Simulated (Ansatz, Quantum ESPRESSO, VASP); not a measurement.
One calculation of Al2Au, 4 ways

```
CELL_PARAMETERS angstrom
0.00000 3.00000 3.00000
3.00000 0.00000 3.00000
3.00000 3.00000 0.00000
ATOMIC_POSITIONS crystal
Au 0.00000 0.00000 0.00000
Al 0.75000 0.75000 0.75000
Al 0.25000 0.25000 0.25000
```

Alike in all runs: task equation of state; functional PBE; k mesh 8 × 8 × 8; occupations fermi-dirac, width 0.05 eV; no spin polarisation; no spin-orbit coupling.

```tsv
program and potentials	plane-wave cutoff (eV)	notes	equilibrium volume (Å³/atom)	bulk modulus (GPa)
VASP, PBE PAW files Al, Au, 520 eV	520	-	18.51	103.6
Quantum ESPRESSO, SSSP 1.3 efficiency PBE	816	-	18.51	104.3
Ansatz, all-electron LAPW, scalar-relativistic	-	-	18.54	103.5
Ansatz, Ansatz PAW (earlier soft set)	420	-	18.53	103.6
```

The equilibrium volume spans 18.51 (VASP, PBE PAW files Al, Au, 520 eV) to 18.54 Å³/atom (Ansatz, all-electron LAPW, scalar-relativistic), with all-electron results at 18.54. The bulk modulus spans 103.5 (Ansatz, all-electron LAPW, scalar-relativistic) to 104.3 GPa (Quantum ESPRESSO, SSSP 1.3 efficiency PBE), with all-electron results at 103.5. For a metal such a mesh isn't converged, which the comparison doesn't need.

Differences between rows come from potentials, basis sets and numerical settings, since the functional is the same but for its coding. Runs on potential files found faulty are left out.

The four descriptions of Al2Au give nearly the same equation of state, so treating the core through PAW or pseudopotentials costs little here against the all-electron reference. The small differences in stiffness don't simply follow the volume: VASP and Quantum ESPRESSO both give 18.51 Å³/atom, yet their bulk moduli are 103.6 and 104.3 GPa. The modulus depends on the curvature of the energy curve, which is more sensitive than its minimum to small errors that vary with volume.

The volume per atom is larger than in either elemental metal, as expected for the fluorite arrangement, which is more open than close packing. Cohesion probably comes from Al s and p states mixing with Au s and d states, with some polarity towards the more electronegative gold. The filled, fairly compact Au 5d shell adds resistance to compression, in keeping with a compound stiffer than aluminium but softer than gold. Close agreement between the codes doesn't rule out a shared PBE error, most likely a slight overestimate of the volume.
